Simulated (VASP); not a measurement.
The system is SiC (Moissanite).

```
CELL_PARAMETERS angstrom
3.07600 0.00000 0.00000
-1.53800 2.66389 0.00000
0.00000 0.00000 5.04800
ATOMIC_POSITIONS crystal
Si 0.66667 0.33333 0.50000
Si 0.33333 0.66667 0.00000
C 0.66667 0.33333 0.88500
C 0.33333 0.66667 0.38500
```

Base run:

```yaml
Program: VASP 6.6.1
Functional: PBEsol
Potentials_or_basis: VASP PAW PBE potentials, release 64 (Si, C)
Cutoff: 520 eV
k_mesh: 10 × 10 × 6
Occupations: gaussian, width 0.02 eV
Spin: no spin polarisation
```

Its results: band gap on the k mesh 2.32 eV, indirect (least direct gap 3.96 eV); pressure 0.6 GPa; largest force 0.751 eV/Å.

**Question.** The run is repeated on the same cell with these changes: functional from PBEsol to PBE. What comes out?

**Answer.** Band gap on the k mesh 2.48 eV, indirect (least direct gap 4.08 eV); pressure 3.6 GPa; largest force 0.753 eV/Å.

PBE binds less tightly than PBEsol, so the same cell stands under more pressure.

Caveats: the mesh misses the band edges, which the band path finds closer together; the PAW data sets were made with another functional, which shifts forces and pressure a little (some runs).
